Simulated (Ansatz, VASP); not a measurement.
**Cross-check of InAs between VASP and Ansatz**

Aim: how closely do two programs agree when they are given the same cell, functional and k mesh? The cell is taken from a series of runs on this material, whose earlier steps may have relaxed, scaled, displaced or heated it; both programs get it as it stands.

Main program and level: Ansatz 0.2.0; plane waves, with VASP 6.6.1 beside it; PBEsol.

## (1) The structure

Symmetry: Imm2, No. 44, orthorhombic system. The conventional cell has a = 4.218 Å, b = 4.307 Å, c = 6.154 Å, α = 90.00°, β = 90.00°, γ = 90.00°. Nearest to As lie 4 In at 2.62 to 2.63 Å. Nearest to In lie 4 As at 2.62 to 2.63 Å. Farther neighbours are not listed.

## (2) Ansatz: zone-centre phonons, PBEsol

Ansatz runs on its PAW soft_1 files.

Second derivatives magnify differences that forces hide, and they need a tight electronic threshold.

input.yaml

```yaml
crystal:
  lattice:
    - [-0.0313513713, 3.0140202887, 3.0768522284]
    - [3.0140202887, -0.0313513713, 3.0768522284]
    - [2.9826689175, 2.9826689175, 0.0]
  atoms:
    - { symbol: As, position: [0.7482133138, 0.7482133138, 0.7517866862] }
    - { symbol: In, position: [0.0017866862, 0.0017866862, -0.0017866862] }
kpoints:
  mp_grid: { grid: [12, 12, 12] }
hamiltonian:
  xc: pbesol
  pseudopotentials: { kind: paw, azcp: { folder: soft_1 }, xc_functional: pbe }
scf:
  occupations: { method: methfessel_paxton, width: 0.2 }
output:
  eigenvalues: true
phonons:
  method: dfpt
```

Command:

```
> ansatz run input.yaml --threads 4 --pin off --max-ram 10240MiB --backend cpu --events-out ev --progress --plain --runs-dir out
```

Numbers of over 12 decimals in the logs are rounded to 6 here.

What it wrote:

```text
zone centre: on kpoints.mp_grid the ground state, and the responses unless they are solved on pairs of k-points, stand on 476 of the mesh's 1728 k-points, reduced under 2 symmetry operations, with k and −k counted as one. Each operation leaves every solved displacement unchanged or reverses it
Engine: ansatz 0.2.0, aarch64-unknown-linux-gnu
Pseudopotentials: kind: paw
Pseudopotential: As, paw, valence charge 15, recommended cutoff 420 eV (normal), soft_1/As.paw.azcp
Pseudopotential: In, paw, valence charge 13, recommended cutoff 420 eV (normal), soft_1/In.paw.azcp
Functional definition: PBEsol
  exchange = pbesol_x
  correlation = pbesol_c
Crystal: 2 atoms, lattice volume = 55.896 Å³
Basis set: ecut = 420 eV, 1079 PW (Γ), exchange–correlation on 60×60×60 points (8 copies of the dense FFT grid, shifted against one another)
Bands: 18, of which v1, the nominal top of the filled ones, is band 14 counted from 1 (13 counted from 0)
Symmetry: 4 space group operations
k-points: 476 of 1728 (irreducible under 2 space group operations, time reversal used)
Non-local potential: As, projectors of the file, l = 0: 2, l = 1: 2, l = 2: 3, l = 3: 1
Non-local potential: In, projectors of the file, l = 0: 2, l = 1: 2, l = 2: 2, l = 3: 1
PAW form: soft (Blöchl's): semilocal exchange-correlation on the pseudo side does not see the compensation charge
PAW frozen core: As, regenerated for the run's functional, and the local potential with it (the file was generated under x = pbe(κ = 0.804, μ = 0.219515), c = pbe(β = 0.066725))
PAW frozen core: In, regenerated for the run's functional, and the local potential with it (the file was generated under x = pbe(κ = 0.804, μ = 0.219515), c = pbe(β = 0.066725))
PAW one-centre angular grid: As, 590 points (default); XC on 64 Gauss nodes
PAW one-centre angular grid: In, 590 points (default); XC on 64 Gauss nodes
Initial density: superposition of atomic densities (chi_scale 0.1, normalization cell, long waves kept (reshape's long-wave potential 0.00 eV rms))
Initial wavefunctions: pseudopotential atomic-orbital guess
Functional: x = pbesol(κ = 0.804, μ = 0.123457), c = pbesol(β = 0.046)
SCF iter   1: F=—  HF=-10338.982193 eV  |F-HF|=—  |Δ(HF+E_count)|=         —  Δρ=2.85e-2  dr2=3.63e-1  ethr=3.10e-3  ⟨swp⟩=5.1  Hψ=43447  notcnv=0
preconditioner: auto → Kerker (q_TF=auto, 2.431 Å⁻¹)  [metal: Δε(μ)=0.083 eV  Ē_g=14.631 eV  σ=0.200 eV  W_gap=0.34  n_scr=14 (ndim 8)  ℏωp=21.1 eV  f_vac=0.009  D(μ)=0.04/eV (n_scr^D=0)]
SCF iter   2: F=—  HF=-10338.928189 eV  |F-HF|=—  |Δ(HF+E_count)|=   5.40e-2  S|Δr|=    0.00e0  Δρ=1.80e-2  dr2=1.65e-1  ethr=1.30e-3  ⟨swp⟩=2.0  Hψ=14002  notcnv=0
SCF iter   3: F=—  HF=-10338.889115 eV  |F-HF|=—  |Δ(HF+E_count)|=   3.91e-2  S|Δr|=    0.00e0  Δρ=2.99e-3  dr2=9.33e-3  ethr=5.90e-4  ⟨swp⟩=2.0  Hψ=10497  notcnv=0
SCF iter   4: F=—  HF=-10338.890542 eV  |F-HF|=—  |Δ(HF+E_count)|=   1.43e-3  S|Δr|=    0.00e0  Δρ=1.27e-3  dr2=2.03e-3  ethr=3.33e-5  ⟨swp⟩=2.7  Hψ=15375  notcnv=0
SCF iter   5: F=—  HF=-10338.891006 eV  |F-HF|=—  |Δ(HF+E_count)|=   4.64e-4  S|Δr|=    0.00e0  Δρ=5.52e-4  dr2=2.72e-4  ethr=7.24e-6  ⟨swp⟩=2.0  Hψ=15233  notcnv=0
SCF iter   6: F=—  HF=-10338.891204 eV  |F-HF|=—  |Δ(HF+E_count)|=   1.98e-4  S|Δr|=    0.00e0  Δρ=1.98e-4  dr2=2.48e-5  ethr=9.72e-7  ⟨swp⟩=2.0  Hψ=15232  notcnv=0
SCF iter   7: F=—  HF=-10338.891218 eV  |F-HF|=—  |Δ(HF+E_count)|=   1.42e-5  S|Δr|=    0.00e0  Δρ=4.83e-5  dr2=1.09e-6  ethr=8.85e-8  ⟨swp⟩=2.0  Hψ=15233  notcnv=0
SCF iter   8: F=—  HF=-10338.891221 eV  |F-HF|=—  |Δ(HF+E_count)|=   3.02e-6  S|Δr|=    0.00e0  Δρ=1.23e-5  dr2=8.71e-8  ethr=3.90e-9  ⟨swp⟩=2.0  Hψ=12670  notcnv=0
SCF iter   9: F=—  HF=-10338.891221 eV  |F-HF|=—  |Δ(HF+E_count)|=   1.31e-7  S|Δr|=    0.00e0  Δρ=3.13e-6  dr2=9.92e-9  ethr=3.11e-10  ⟨swp⟩=2.0  Hψ=15233  notcnv=0
SCF iter  10: F=—  HF=-10338.891221 eV  |F-HF|=—  |Δ(HF+E_count)|=   1.08e-8  S|Δr|=    0.00e0  Δρ=1.14e-6  dr2=1.52e-9  ethr=3.54e-11  ⟨swp⟩=2.0  Hψ=10270  notcnv=0
SCF iter  11: F=—  HF=-10338.891221 eV  |F-HF|=—  |Δ(HF+E_count)|=   1.15e-9  S|Δr|=    0.00e0  Δρ=3.21e-7  dr2=7.96e-11  ethr=5.42e-12  ⟨swp⟩=2.0  Hψ=10332  notcnv=0
SCF iter  12: F=-10338.891221 eV  HF=-10338.891221 eV  |F-HF|=5.46e-12  |Δ(HF+E_count)|=  7.09e-11  S|Δr|=    0.00e0  Δρ=8.61e-8  dr2=5.65e-12  ethr=1.00e-12  ⟨swp⟩=6.0  Hψ=37888  notcnv=0
SCF 1 converged in 12 iterations: F = -10338.891221 eV  dr2 = 5.65e-12
  greatest PAW one-centre occupation: 0.999 electrons in one spin orbital (limit 2), on the As atom at site 0 (counted from 0), in its partial waves of l = 2
DFPT response loops at Γ: preconditioner auto → Kerker (q_TF=auto, 2.431 Å⁻¹) (partly filled bands, converged f_vac=0.090); β = 1.00, the filter's whole step (`scf.mixing.beta` (0.50) is not read by the response loops under this deck's `scf.mixing.preconditioner`; to damp them name `kerker` or `kerker_dos`, under which they read `scf.mixing.beta`, and type it under 1.00, their step now; both keys bind the ground state too); Broyden in place of MSR1
SCF converged after 12 iterations
Stability not checked: this state was not tested for a lower state beside it, because cold or Methfessel-Paxton smearing, or corrected tetrahedra, fill the levels in a way that the test cannot read (fill_not_monotonic; see scf.lower_state_search)
Free energy (F): -10338.891221 eV
Harris-Foulkes:  -10338.891221 eV  (|F-HF|=5.46e-12)
Internal energy: -10338.891695 eV  (E = F + TS)
E sigma→0 (E₀):  -10338.891340 eV
Entropy (-TS):   0.000474 eV (0.237 meV/atom)
Fermi energy:    7.466884 eV
Step filling:    the computed levels leave a gap of 0.0861 eV = 0.4 smearing widths at the electron count; against every level under it full and every level over it empty, smearing changes F+E_penalty+E_count by +0.163 meV and its σ→0 estimate by +0.044 meV
--- Per-component energies (eV) ---
  E_band       = -324.072891
  E_kinetic    = 316.868284
  E_local      = -3493.526137  (includes V_loc(G=0)·N_el)
  E_nonlocal   = -63.444208
  E_hartree    = 1735.201163
  E_xc         = -211.502642
  E_vxc        = -163.172189  (∫ρ·V_xc dr)
  E_paw        = -6109.555564  (= ΣΔE_a)
  E_vpaw       = -391.201122  (= ΣTr[D̂ρ^β])
  E_aug_tail   = 0.000145  (compensation charges beyond the density's cutoff)
  E_ewald      = -2514.135069
  E_core_change = 1.202334  (= ΣΔE_core)
  E_smearing   = 0.000474  (= −TS)
  E_closure    = -0.000000  (closes the sum)
  Σ components = -10338.891221   (vs F -10338.891221, Δ=0.00e0)
--- Band table (eV; the first three rows and the last of 476) ---
  k-point 0: bands = [... 10 lower, -4.4286, 7.0332, 7.3229, 7.3521, 7.4992, 11.1408, 11.2906, 11.3491]
  k-point 1: bands = [... 10 lower, -4.3555, 6.0933, 7.2635, 7.2847, 8.1240, 11.2823, 11.3141, 11.4567]
  k-point 2: bands = [... 10 lower, -4.1444, 4.8957, 7.0491, 7.0510, 8.5042, 11.5680, 11.6128, 11.8155]
  k-point 475: bands = [... 10 lower, -2.4916, 1.4890, 5.0601, 5.2761, 8.8817, 9.5426, 16.2707, 16.5072]
--- Phonons (Γ-DFPT): 4 representative perturbations + reference, on 476 of 1728 k-points (Σ response iterations 12) ---
  k mesh reduced under 2 symmetry operations, with k and −k counted as one. Each operation leaves every solved displacement unchanged or reverses it
  ASR residual: 6.192e-5 → 0.000e0 eV/Å²; symmetrization residual: 1.964e-5 eV/Å²
  ASR residual per site (eV/Å²): 2.29e-5 6.19e-5
  Γ frequencies (cm⁻¹): 0.00 0.00 0.00 209.72 210.97 212.45
  non-analytic LO–TO correction: not included (Born effective charges unavailable; polar crystals: no LO–TO splitting at Γ)
```

In the SCF lines HF is the Harris–Foulkes energy and dr2 the Hartree energy of the density residual, in eV; the loop may stop once dr2 is under the threshold and the program's other checks hold. Hψ counts applications of the Hamiltonian.

(Part 1 of 2 ends here.)

[Lines on the potential files, build, host, timing and source positions are cut from VASP's logs without a mark.]

[Logs are printed without paths, hosts, clocks, repeated set-up lines and the standing remarks that a program may print on its own settings, such as how far it seeks lower states.]

[Hosts, paths, dates, database ids (printed as entryN), source tags and the programs' standing remarks are cut or masked in the printed files.]
